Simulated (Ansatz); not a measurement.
# BeTe: the cell at several levels of theory

One table from this session's results is given with a row withheld; the runs are named, their logs left out.

The COD entry's cell or inner coordinates are ideal or old and differ from later refinements, so a difference from it is no clean test against experiment.

Program: Ansatz 0.2.0. PAW datasets, plane waves, zero pressure. The values are computed, spin-unpolarised, and not measurements.

## The system as given

The symmetry is F-43m (No. 216, cubic); a = 5.540 Å in the conventional setting, 21.25 Å³ an atom. Be has 4 Te at 2.40 Å; Te has 4 Be at 2.40 Å.

The structure in full:

Space group F-43m (No. 216). a = 5.540 Å, b = 5.540 Å, c = 5.540 Å, α = 90.00°, β = 90.00°, γ = 90.00°
```csv
atom,site,symmetry,x,y,z
Be,4a,-43m,0.0000,0.0000,0.0000
Te,4d,-43m,0.2500,0.2500,0.7500
```

Set-up of the first run:

The input, input.yaml:

```yaml
crystal:
  lattice:
    - [0.0, 2.77, 2.77]
    - [2.77, 0.0, 2.77]
    - [2.77, 2.77, 0.0]
  atoms:
    - { symbol: Be, position: [0.0, 0.0, 0.0] }
    - { symbol: Te, position: [0.25, 0.25, 0.25] }
kpoints:
  mp_grid: { grid: [8, 8, 8] }
hamiltonian:
  xc: pbe
scf:
  occupations: { method: fermi_dirac, width: 0.02 }
relax:
  f_tol: 0.005
  cell: {}
output:
  write_density: true
  write_potential: true
  elf: true
  volumetric_format: npy
```

Run with:

```console
ansatz run input.yaml --threads 2 --pin off --max-ram 2211MiB --backend cpu --events-out ev --progress --plain --runs-dir out
```

Among the steps run: PBE: cell and atoms; Relaxation with r2SCAN; PBEsol: cell and atoms; Relaxation with LDA; Relaxing with HSE06.

One table of the session follows, with a row left open; its other results are not shown here.

| level | a (Å) | volume (Å³/atom) |
| --- | --- | --- |
| PBE | 5.664 | 22.710 |
| r2SCAN | 5.657 | 22.632 |
| PBEsol | 5.606 | 22.022 |
| LDA | ? | ? |
| HSE06 | 5.631 | 22.323 |

**Question.** Estimate the row for LDA.

The run gave: a (Å): 5.555; volume (Å³/atom): 21.426. In the column «a (Å)» it is the lowest.

The first relaxation changed the volume by +6.9 % from the start. LDA gives the smallest cell and PBE the largest; they differ by 6.0 % in volume, a mean of 2.0 % in length. The meshes differ: PBE 8×8×8, r2SCAN 8×8×8, PBEsol 8×8×8, LDA 8×8×8, HSE06 6×6×6.
